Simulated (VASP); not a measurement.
A run of VASP 6.6.1 is set up as follows.

INCAR

```
SYSTEM = Li2O
PREC = Accurate ; ENCUT = 520
EDIFF = 1E-7 ; ISMEAR = -1
SIGMA = 0.05 ; LREAL = .FALSE.
LASPH = .TRUE. ; NELM = 60
ALGO = Normal ; ISIF = 2
LWAVE = .FALSE. ; LCHARG = .TRUE.
GGA = PE ; LELF = .TRUE.
LVHAR = .TRUE. ; NBANDS = 13
```

Contents of KPOINTS:

```
regular mesh
0
G
  10 10 10
  0 0 0
```

The input POSCAR:

```
Li2O
1.0
    0.0000000000      2.3268543819      2.3268543819
    2.3268543819      0.0000000000      2.3268543819
    2.3268543819      2.3268543819      0.0000000000
O Li
1 2
Direct
    0.0000000000      0.0000000000      0.0000000000
    0.2500000000      0.2500000000      0.2500000000
    0.7500000000      0.7500000000      0.7500000000
```

Potentials or basis: VASP PAW PBE potentials, release 64 (O, Li_sv).

Launch:

```bash
$ cat potpaw_PBE.64/O/POTCAR potpaw_PBE.64/Li_sv/POTCAR > POTCAR
$ mpirun -np 1 vasp_std > vasp.out
```

**Question.** Predict the band gap on the k mesh.

**Answer.** 4.93 eV, indirect (least direct gap 5.12 eV).

 PBE gaps usually lie below the measured ones, often by a third to a half.
